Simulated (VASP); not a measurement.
Input of a VASP 6.6.1 run:

Contents of INCAR:

```
PREC     = Accurate       # precision mode
ENCUT    = 600            # plane-wave cutoff, eV
EDIFF    = 1E-7           # SCF threshold, eV
ISMEAR   = 0              # smearing method
SIGMA    = 0.03           # smearing width, eV
LREAL    = False          # projectors in reciprocal space
LASPH    = True           # aspherical terms in the spheres
NELM     = 80             # most SCF steps
ALGO     = Normal         # electronic algorithm
ISIF     = 4              # what is computed and relaxed
LWAVE    = False          # write WAVECAR
LCHARG   = False          # write CHGCAR
GGA      = MK             # functional
LUSE_VDW = True         
AGGAC    = 0.0          
PARAM1   = 0.1234       
PARAM2   = 0.711357     
ZAB_VDW  = -1.8867      
IBRION   = 2              # ionic algorithm
NSW      = 40             # ionic steps
EDIFFG   = -0.01          # ionic threshold
```

The input KPOINTS:

```
regular mesh
0
Gamma
  9 9 6
```

POSCAR

```
Te                                      
1.0
    4.4546111788      0.0000000000     -0.0000000000
   -2.2273055894      3.8578064449      0.0000000000
    0.0000000000     -0.0000000000      6.0813253573
  Te            
     3
Direct
     0.2795425563258795    1.0000000000000000    0.3333333332999970
     0.0000000000000000    0.2795425563258724    0.6666666667000030
     0.7204574436741275    0.7204574436741275    0.0000000000000000
```

Potentials or basis: VASP PAW PBE potentials, release 64 (Te).

The run is started by

```bash
$ cat potpaw_PBE.64/Te/POTCAR > POTCAR
$ mpirun -np 1 vasp_std > vasp.out
```

Q: Estimate the band gap on the k mesh.

A: 0.14 eV, direct.

Q: Estimate the energy gained by relaxing.

A: 3.4 meV/atom.

Forces in eV/Å, atoms in the order of the input:
```
Te   0.003  0.000  0.000
Te  -0.001  0.002  0.000
Te  -0.001 -0.002  0.000
```

Caveat: the PAW data sets were made with another functional, which shifts forces and pressure a little; spin-orbit coupling is left out, which moves the levels of the heavy elements; an odd mesh through Γ misses points on the zone boundary, where band edges often lie.
